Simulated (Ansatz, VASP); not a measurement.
**Two plane-wave programs on B**

INCAR

```
ALGO     = Normal         # electronic algorithm
EDIFF    = 1E-7           # SCF threshold, eV
ENCUT    = 520            # plane-wave cutoff, eV
GGA      = PE             # functional
ISIF     = 2              # what is computed and relaxed
ISMEAR   = 0              # smearing method
LASPH    = T              # aspherical terms in the spheres
LCHARG   = F              # write CHGCAR
LREAL    = F              # projectors in reciprocal space
LWAVE    = F              # write WAVECAR
NBANDS   = 12             # bands
NELM     = 60             # most SCF steps
PREC     = Accurate       # precision mode
SIGMA    = 0.1            # smearing width, eV
```

The input KPOINTS:

```
k-points
0
Gamma
  6 6 6
```

POSCAR

```
B
1.0
    3.3156768300      0.0000000000      0.0000000000
   -1.6578384100      2.8714603600      0.0000000000
    0.0000000000      0.0000000000      2.6443165900
B
3
Direct
    0.4380742500      0.4797958200      0.0000000000
    0.5202041800      0.9582784300      0.0000000000
    0.0417215700      0.5619257500      0.0000000000
```

Input for Ansatz:

```yaml
crystal:
  lattice:
    - [3.31567683, 0.0, 0.0]
    - [-1.65783841, 2.87146036, 0.0]
    - [0.0, 0.0, 2.64431659]
  atoms:
    - { symbol: B, position: [0.43807425, 0.47979582, 0.0] }
    - { symbol: B, position: [0.52020418, 0.95827843, 0.0] }
    - { symbol: B, position: [0.04172157, 0.56192575, 0.0] }
basis:
  ecutwfc: 420
kpoints:
  mp_grid: { grid: [6, 6, 6] }
hamiltonian:
  xc: pbe
scf:
  occupations: { method: gaussian, width: 0.1 }
  lower_state_search: "off"
output:
  forces: true
  stress: true
  eigenvalues: true
```

Alike in both runs: task single point; functional PBE; k mesh 6 × 6 × 6; occupations gaussian, width 0.1 eV; no spin polarisation.

```csv
,VASP,Ansatz
version,VASP 6.6.1,Ansatz 0.2.0
potentials or method,"VASP PAW PBE potentials, release 64 (B)","scalar-relativistic, plane waves, PAW"
plane-wave cutoff (eV),520,420
valence electrons in the cell,9,9
```

```tsv
	VASP	Ansatz	Ansatz less VASP
gap on the k mesh at the Fermi level (eV)	none	none	-
rms of the force components (eV/Å)	5.144	5.101	-0.0434
```

Atom by atom the forces differ by 0.044 eV/Å (rms over components). A gap of «none» marks a metal or a gap that the smearing closes. With one functional, cell and mesh, what is left measures potentials, basis and numerics.

Caveats: the k mesh is coarse (spacing up to 0.40 Å⁻¹), so the values aren't converged; forces of over 1 eV/Å show positions far from the minimum, so gaps and moduli don't describe the material at rest.
